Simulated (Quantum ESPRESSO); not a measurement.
Crystal: MoSe2.

```
Mo Se
1.0
     3.28800    0.00000    0.00000
    -1.64400    2.84749    0.00000
     0.00000    0.00000   12.90000
Mo Se
2 4
Direct
  0.66667 0.33333 0.75000
  0.33333 0.66667 0.25000
  0.66667 0.33333 0.37500
  0.33333 0.66667 0.87500
  0.66667 0.33333 0.12500
  0.33333 0.66667 0.62500
```

Base run:

- Program: Quantum ESPRESSO 7.5
- Functional: HLE16
- Potentials or basis: PseudoDojo 0.4.1 SR PBE standard
- Cutoff: 1170 eV
- Density cutoff: 4680 eV
- k mesh: 9 × 9 × 2
- Occupations: fermi-dirac, width 0.05 eV
- Spin: no spin polarisation

Its results: band gap on the k mesh 1.01 eV, indirect (least direct gap 1.32 eV); pressure -15.2 GPa; largest force 2.117 eV/Å.

Q: The run is repeated on the same cell with these changes: functional from HLE16 to WC. What comes out?

A: Band gap on the k mesh 0.87 eV, indirect (least direct gap 1.38 eV); pressure 3.9 GPa; largest force 0.869 eV/Å.

Caveats: the potentials were made for another functional, which shifts forces and pressure; the cell's inner coordinates are idealised or old, which leaves forces on the atoms; the potentials were made for a functional far from this one (some runs); so large a pressure means that the cell lies far from this level's equilibrium, or that cutoff or potentials fall short (some runs); this functional lacks dispersion, which binds the layers, so the pressure and a relaxed spacing across them are unreliable (some runs).
